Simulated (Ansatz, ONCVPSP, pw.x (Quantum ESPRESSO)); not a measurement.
## P (Z = 15): one change to the ONCV potential, in the atom and in the diamond crystal

P (Z = 15), optimised norm-conserving Vanderbilt (ONCV), made with ONCVPSP 4.0.1.1 (patched build) (PBE, scalar-relativistic). Core [Ne], reference 3s2 3p3. Waves: 3s: rc 1.35 bohr, ncon 4, nbas 7, qcut 4.6 1/bohr, 2 projectors, debl 1.9 Ha; 3p: rc 1.90 bohr, ncon 3, nbas 8, qcut 4.8 1/bohr, 2 projectors, debl 1.4 Ha; d scattering state at 0.04 Ha: rc 1.90 bohr, ncon 5, nbas 8, qcut 4.5 1/bohr, 2 projectors, debl 2 Ha. Local part: polynomial inside 1.25 bohr (lpopt 5, dvloc0 3 Ha). Core correction: Teter function, fcfact 5, rcfact 1.55.

Change: core correction Teter function, fcfact 5, rcfact 1.64.

Cutoffs, loose and tight: the cutoffs (Ha) at which the residual kinetic energy of the hardest occupied pseudo-wave falls to 1 and 0.1 mHa per electron. They do not see the model core or the augmentation charge, which bear on the density cutoff. Test errors are all-electron minus pseudo excitation energies from the reference, over the configurations 3s2 3p2; 3s2 3p1; 3s2 3p0; 3s1 3p0; variants that change the core or the reference have their own tests.

Crystal test: diamond P in pw.x 7.5, no spin, 8³ k-points, Fermi–Dirac smearing 0.01 Ry, cutoffs set for each file from its atomic test. The reference is all-electron LAPW (Ansatz 0.2.0) with the same functional, mesh and smearing; V0 and B0 come from Birch–Murnaghan fits to the pressures at five volumes. Errors are pseudo minus all-electron; Δ is the rms difference of the E(V) curves that follow from these fits, minima aligned, over ±6 % about the mean V0. Mesh and smearing are coarse, so the numbers serve the comparison and aren't converged zero-temperature values; the lattice is a test structure that the element need not adopt.

All-electron: a0 = 5.504 Å (V0 = 20.84 Å³/atom), B0 = 41.6 GPa.

Question: Does the change bring the crystal closer to the all-electron result?

Answer: The mean pressure error goes from -0.34 to -0.53 GPa, so the change moves the solid further from the all-electron pressures.

| quantity | base | changed |
| --- | --- | --- |
| outcome (atom) | generated | generated |
| cutoff, loose (atom) | 9.9 Ha | 9.9 Ha |
| cutoff, tight (atom) | 39 Ha | 39 Ha |
| bound ghosts (atom) | none | none |
| largest test error (meV) (atom) | -168 | -354 |
| cutoffs in pw.x (Ry) | 90/360 | 90/360 |
| a0 (Å) | 5.488 | 5.479 |
| a0 error (%) | -0.29 | -0.45 |
| B0 error (%) | -2.6 | -3.5 |
| Δ (meV/atom) | 1.6 | 2.5 |
| mean pressure error (GPa) | -0.34 | -0.53 |

Base: The cutoffs count occupied waves only; projector 2 of the s channel, the hardest unoccupied one, needs 79 Ha at the loose tolerance. Changed file: The cutoffs count occupied waves only; projector 2 of the s channel, the hardest unoccupied one, needs 79 Ha at the loose tolerance.
